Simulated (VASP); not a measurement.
# C (Fd-3m) in VASP: a series of runs, part 2 of 2

VASP 6.6.1.

## (4) Single point, PBE

This run uses another cell than the first one, of 5.72 Å³/atom, 1.008 times its volume.

INCAR

```
PREC     = Accurate       # precision mode
ENCUT    = 520            # plane-wave cutoff, eV
EDIFF    = 1E-7           # SCF threshold, eV
ISMEAR   = 0              # smearing method
SIGMA    = 0.02           # smearing width, eV
LREAL    = F              # projectors in reciprocal space
LASPH    = T              # aspherical terms in the spheres
NELM     = 100            # most SCF steps
ALGO     = Fast           # electronic algorithm
ISIF     = 2              # what is computed and relaxed
LWAVE    = F              # write WAVECAR
LCHARG   = F              # write CHGCAR
GGA      = PE             # functional
```

KPOINTS

```
Automatic mesh
0
Gamma
  4 4 4
```

POSCAR

```
C                                       
1.0
    0.0000000000      1.7882477106      1.7882477106
    1.7882477106      0.0000000000      1.7882477106
    1.7882477106      1.7882477106      0.0000000000
  C             
     2
Direct
     0.0000000000000000    0.0000000000000000    0.0000000000000000
     0.2500000000000000    0.2500000000000000    0.2500000000000000
```

Potentials or basis: VASP PAW PBE potentials, release 64 (C).

The run is started by

```console
$ cat potpaw_PBE.64/C/POTCAR > POTCAR
$ mpirun -np 1 vasp_std > vasp.out
```

OUTCAR:

```text
PREC = Accurate
   ENCUT = 520
   EDIFF = 1E-7
   ISMEAR = 0
   LREAL = F
   LASPH = T
   NELM = 100
   ISIF = 2
   GGA = PE

 ion  position               nearest neighbor table
   1  0.000  0.000  0.000-   2 1.55   2 1.55   2 1.55   2 1.55
   2  0.250  0.250  0.250-   1 1.55   1 1.55   1 1.55   1 1.55

  LATTYP: Found a face centered cubic cell.
 ALAT       =     3.5764954212

  Lattice vectors:

 A1 = (   0.0000000000,   1.7882477106,   1.7882477106)
 A2 = (   1.7882477106,   0.0000000000,   1.7882477106)
 A3 = (   1.7882477106,   1.7882477106,   0.0000000000)

Analysis of symmetry for initial positions (statically):
=====================================================================
 Subroutine PRICEL returns:
 Original cell was already a primitive cell.

 Routine SETGRP: Setting up the symmetry group for a
 face centered cubic supercell.

 Subroutine GETGRP returns: Found 48 space group operations
 (whereof 24 operations were pure point group operations)
 out of a pool of 48 trial point group operations.

The static configuration has the point symmetry T_d .
 The point group associated with its full space group is O_h .

[... 152 lines left out ...]
 Fermi energy:         9.8288835665

 k-point     1 :       0.0000    0.0000    0.0000
  band No.  band energies     occupation
      1     -11.7356      2.00000
      2       9.6446      2.00000
      3       9.6446      2.00000
      4       9.6446      2.00000
      5      15.2037      0.00000
      6      15.2037      0.00000
      7      15.2037      0.00000
      8      22.7896      0.00000
[... 67 lines left out ...]
 k-point     8 :      -0.2500    0.5000    0.2500
  band No.  band energies     occupation
      1      -2.2903      2.00000
      2      -2.2903      2.00000
      3       1.3818      2.00000
      4       1.3818      2.00000
      5      20.2197      0.00000
      6      20.2197      0.00000
      7      21.8542      0.00000
      8      21.8542      0.00000

------------------------ aborting loop because EDIFF is reached ----------------------------------------

  FORCE on cell =-STRESS in cart. coord.  units (eV):
  Direction    XX          YY          ZZ          XY          YZ          ZX
  --------------------------------------------------------------------------------------
  -------------------------------------------------------------------------------------
  Total       -0.0006678     -0.0006678     -0.0006678     -0.0000000      0.0000000     -0.0000000
  in kB       -0.0935434     -0.0935434     -0.0935434     -0.0000000      0.0000000     -0.0000000
  external PRESSURE =      -0.0935434 kB  Pullay stress =       0.0000000 kB

 VOLUME and BASIS-vectors are now :
 -----------------------------------------------------------------------------
  energy-cutoff  :      520.00
  volume of cell :       11.44
      direct lattice vectors                 reciprocal lattice vectors
     0.000000000  1.788247711  1.788247711    -0.279603322  0.279603322  0.279603322
     1.788247711  0.000000000  1.788247711     0.279603322 -0.279603322  0.279603322
     1.788247711  1.788247711  0.000000000     0.279603322  0.279603322 -0.279603322

 POSITION                                       TOTAL-FORCE (eV/Angst)
 -----------------------------------------------------------------------------------
      0.00000      0.00000      0.00000        -0.000000      0.000000     -0.000000
      0.89412      0.89412      0.89412         0.000000      0.000000      0.000000
 -----------------------------------------------------------------------------------
    total drift:                                0.000000      0.000000      0.000000

  FREE ENERGIE OF THE ION-ELECTRON SYSTEM (eV)
  ---------------------------------------------------
  free  energy   TOTEN  =       -18.0533046187 eV

  energy  without entropy=      -18.0533046187  energy(sigma->0) =      -18.05330462
```

OSZICAR:

```text
N       E                     dE             d eps       ncg     rms          rms(c)
DAV:   1     0.677250134034E+00    0.67725E+00   -0.50269E+03   136   0.988E+02
DAV:   2    -0.185608703238E+02   -0.19238E+02   -0.18623E+02   208   0.114E+02
DAV:   3    -0.187010090403E+02   -0.14014E+00   -0.14014E+00   128   0.129E+01
DAV:   4    -0.187012614974E+02   -0.25246E-03   -0.25246E-03   176   0.574E-01
DAV:   5    -0.187012615798E+02   -0.82413E-07   -0.82413E-07   136   0.746E-03    0.556E+00
RMM:   6    -0.182138989692E+02    0.48736E+00   -0.27570E-01   129   0.469E+00    0.330E+00
RMM:   7    -0.180491571039E+02    0.16474E+00   -0.43256E-01   141   0.624E+00    0.723E-01
RMM:   8    -0.180530611360E+02   -0.39040E-02   -0.22955E-02   129   0.180E+00    0.113E-01
RMM:   9    -0.180532708960E+02   -0.20976E-03   -0.34654E-03   134   0.643E-01    0.509E-02
RMM:  10    -0.180533004605E+02   -0.29565E-04   -0.38876E-04   131   0.217E-01    0.207E-02
RMM:  11    -0.180533035164E+02   -0.30558E-05   -0.57097E-05   136   0.803E-02    0.541E-03
RMM:  12    -0.180533045145E+02   -0.99807E-06   -0.75258E-06   135   0.312E-02    0.613E-03
RMM:  13    -0.180533047504E+02   -0.23596E-06   -0.58556E-07   128   0.822E-03    0.280E-03
RMM:  14    -0.180533046000E+02    0.15042E-06   -0.78989E-08    93   0.317E-03    0.114E-03
RMM:  15    -0.180533046187E+02   -0.18659E-07   -0.95815E-09    61   0.993E-04
   1 F= -.18053305E+02 E0= -.18053305E+02  d E =-.709399E-40
```

stdout:

```text
POSCAR found type information on POSCAR C
 POSCAR found :  1 types and       2 ions
 scaLAPACK will be used
 LDA part: xc-table for (Slater+PW92), standard interpolation
 POSCAR, INCAR and KPOINTS ok, starting setup
 FFT: planning ... GRIDC
 FFT: planning ... GRID_SOFT
 FFT: planning ... GRID
 WAVECAR not read
 entering main loop
```

Run time: 2.8 s. Hardware: 1 thread of Intel Xeon Platinum 8488C (Sapphire Rapids), shared host; peak memory 0.11 GiB.

Results:

```yaml
Free_energy: -18.0533 eV
Pressure: 0.0 GPa
Band_gap_on_the_k_mesh: 4.41 eV, indirect (least direct gap 5.56 eV)
```

Levels at points of the mesh, in eV from the valence-band top:
| k point | band 2 | band 3 | band 4 | band 5 | band 6 | band 7 |
| --- | --- | --- | --- | --- | --- | --- |
| (0.00, 0.00, 0.00) | 0.00 | 0.00 | 0.00 | 5.56 | 5.56 | 5.56 |
| (0.50, 0.00, 0.00) | -13.29 | -2.78 | -2.78 | 8.42 | 8.42 | 8.73 |
| (0.50, 0.50, 0.00) | -12.71 | -6.26 | -6.26 | 4.73 | 4.73 | 16.69 |

Caveat: the k mesh is coarse (spacing up to 0.76 Å⁻¹), so the values aren't converged.

## (5) Single point, PBE (a relaxed cell with its volume scaled by 0.97)

INCAR is that of step 4.

KPOINTS is that of step 4.

POSCAR

```
C                                       
1.0
    0.0000000000      1.7701833674      1.7701833674
    1.7701833674      0.0000000000      1.7701833674
    1.7701833674      1.7701833674      0.0000000000
  C             
     2
Direct
     0.0000000000000000    0.0000000000000000    0.0000000000000000
     0.2500000000000000    0.2500000000000000    0.2500000000000000
```

Potentials or basis: VASP PAW PBE potentials, release 64 (C).

The run is started by

```console
$ cat potpaw_PBE.64/C/POTCAR > POTCAR
$ mpirun -np 1 vasp_std > vasp.out
```

OUTCAR:

```text
PREC = Accurate
   ENCUT = 520
   EDIFF = 1E-7
   ISMEAR = 0
   LREAL = F
   LASPH = T
   NELM = 100
   ISIF = 2
   GGA = PE

 ion  position               nearest neighbor table
   1  0.000  0.000  0.000-   2 1.53   2 1.53   2 1.53   2 1.53
   2  0.250  0.250  0.250-   1 1.53   1 1.53   1 1.53   1 1.53

  LATTYP: Found a face centered cubic cell.
 ALAT       =     3.5403667348

  Lattice vectors:

 A1 = (   0.0000000000,   1.7701833674,   1.7701833674)
 A2 = (   1.7701833674,   0.0000000000,   1.7701833674)
 A3 = (   1.7701833674,   1.7701833674,   0.0000000000)

Analysis of symmetry for initial positions (statically):
=====================================================================
 Subroutine PRICEL returns:
 Original cell was already a primitive cell.

 Routine SETGRP: Setting up the symmetry group for a
 face centered cubic supercell.

 Subroutine GETGRP returns: Found 48 space group operations
 (whereof 24 operations were pure point group operations)
 out of a pool of 48 trial point group operations.

The static configuration has the point symmetry T_d .
 The point group associated with its full space group is O_h .

[... 152 lines left out ...]
 Fermi energy:        10.2320542022

 k-point     1 :       0.0000    0.0000    0.0000
  band No.  band energies     occupation
      1     -11.7043      2.00000
      2      10.0880      2.00000
      3      10.0880      2.00000
      4      10.0880      2.00000
      5      15.7306      0.00000
      6      15.7306      0.00000
      7      15.7306      0.00000
      8      23.9340      0.00000
[... 67 lines left out ...]
 k-point     8 :      -0.2500    0.5000    0.2500
  band No.  band energies     occupation
      1      -2.0141      2.00000
      2      -2.0141      2.00000
      3       1.5596      2.00000
      4       1.5596      2.00000
      5      20.8001      0.00000
      6      20.8001      0.00000
      7      22.6925      0.00000
      8      22.6925      0.00000

------------------------ aborting loop because EDIFF is reached ----------------------------------------

  FORCE on cell =-STRESS in cart. coord.  units (eV):
  Direction    XX          YY          ZZ          XY          YZ          ZX
  --------------------------------------------------------------------------------------
  -------------------------------------------------------------------------------------
  Total        0.9645929      0.9645929      0.9645929     -0.0000000     -0.0000000      0.0000000
  in kB      139.3060187    139.3060187    139.3060187     -0.0000000     -0.0000000      0.0000000
  external PRESSURE =     139.3060187 kB  Pullay stress =       0.0000000 kB

 VOLUME and BASIS-vectors are now :
 -----------------------------------------------------------------------------
  energy-cutoff  :      520.00
  volume of cell :       11.09
      direct lattice vectors                 reciprocal lattice vectors
     0.000000000  1.770183367  1.770183367    -0.282456614  0.282456614  0.282456614
     1.770183367  0.000000000  1.770183367     0.282456614 -0.282456614  0.282456614
     1.770183367  1.770183367  0.000000000     0.282456614  0.282456614 -0.282456614

 POSITION                                       TOTAL-FORCE (eV/Angst)
 -----------------------------------------------------------------------------------
      0.00000      0.00000      0.00000        -0.000000     -0.000000     -0.000000
      0.88509      0.88509      0.88509         0.000000      0.000000      0.000000
 -----------------------------------------------------------------------------------
    total drift:                                0.000000      0.000000      0.000000

  FREE ENERGIE OF THE ION-ELECTRON SYSTEM (eV)
  ---------------------------------------------------
  free  energy   TOTEN  =       -18.0383563844 eV

  energy  without entropy=      -18.0383563844  energy(sigma->0) =      -18.03835638
```

stdout:

```text
POSCAR found type information on POSCAR C
 POSCAR found :  1 types and       2 ions
 scaLAPACK will be used
 LDA part: xc-table for (Slater+PW92), standard interpolation
 POSCAR, INCAR and KPOINTS ok, starting setup
 FFT: planning ... GRIDC
 FFT: planning ... GRID_SOFT
 FFT: planning ... GRID
 WAVECAR not read
 entering main loop
```

It took 2.8 s on 1 thread of Intel Xeon Platinum 8488C (Sapphire Rapids), shared host; peak memory 0.11 GiB.

Results:

```yaml
Free_energy: -18.0384 eV
Pressure: 13.9 GPa
Band_gap_on_the_k_mesh: 4.49 eV, indirect (least direct gap 5.64 eV)
```

Caveat: the k mesh is coarse (spacing up to 0.77 Å⁻¹), so the values aren't converged. A k mesh can miss the band edges.

## (6) Summary

```tsv
task	cell	gap on the mesh (eV)	pressure (GPa)
relaxation of cell and atoms	relaxed	4.41	0.0
single point	as given	4.41	0.0
single point	a relaxed cell with its volume scaled by 0.97	4.49	13.9
```

Alike in all rows: level PBE; potentials or basis VASP PAW PBE potentials, release 64 (C); no spin polarisation; k mesh 4 × 4 × 4; cutoff (eV) 520; smearing gaussian 0.02 eV; the mesh is coarse, so values aren't converged.

Caveats: all runs use coarse meshes; the relaxation stopped at its first step, so nothing moved (some runs).

Total energies depend on the potentials used, so only differences within one code and one set of settings carry meaning.
